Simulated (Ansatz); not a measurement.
## MoSe2 under changes of volume

One of the cells (20.129 Å³/atom); the others are scaled copies at fixed shape and fractional positions:

```
Mo Se
1.0
     3.28800    0.00000    0.00000
    -1.64400    2.84749    0.00000
     0.00000    0.00000   12.90000
Mo Se
2 4
Cartesian
  1.6440 0.9492 9.6750
  0.0000 1.8983 3.2250
  1.6440 0.9492 4.8375
  0.0000 1.8983 11.2875
  1.6440 0.9492 1.6125
  0.0000 1.8983 8.0625
```

```yaml
Program: Ansatz 0.2.0
Functional: PBE
Potentials_or_basis: Ansatz PAW earlier set
Cutoff: "580 eV (not typed: the program's choice for these potentials)"
k_mesh: 9 × 9 × 2
Occupations: fermi-dirac, width 0.05 eV
Spin: no spin polarisation
```

```tsv
volume (Å³/atom)	energy over the lowest point (meV/atom)	pressure (GPa)	largest force (eV/Å)
18.922	128.31	18.6	2.285
19.324	86.46	14.7	1.860
19.727	?	?	?
20.129	29.82	8.0	1.103
20.532	13.27	5.2	0.765
20.935	3.56	2.6	0.452
21.337	0.00	0.3	0.161
```

Q: What does the run at 19.727 Å³/atom give?

A: Energy over the lowest point 53.94 meV/atom; pressure 11.2 GPa; largest force 1.467 eV/Å.

Worked out: A Birch-Murnaghan fit of order 3 (a polynomial in V^(-2/3)) to the other rows has its minimum at 21.39 Å³/atom, just outside them, with B0 = V·E''(V) = 115 GPa and B' = 4.5 at fixed shape and positions, which overstates the stiffness. It gives 53.89 meV/atom at 19.727 Å³/atom, against the run's 53.94, and -dE/dV = 11.2 GPa, against 11.2.

Energies are extrapolated to zero smearing.

Caveats: the cell's inner coordinates are idealised or old, which leaves forces on the atoms; this functional lacks dispersion, which binds the layers, so the pressure and a relaxed spacing across them are unreliable.
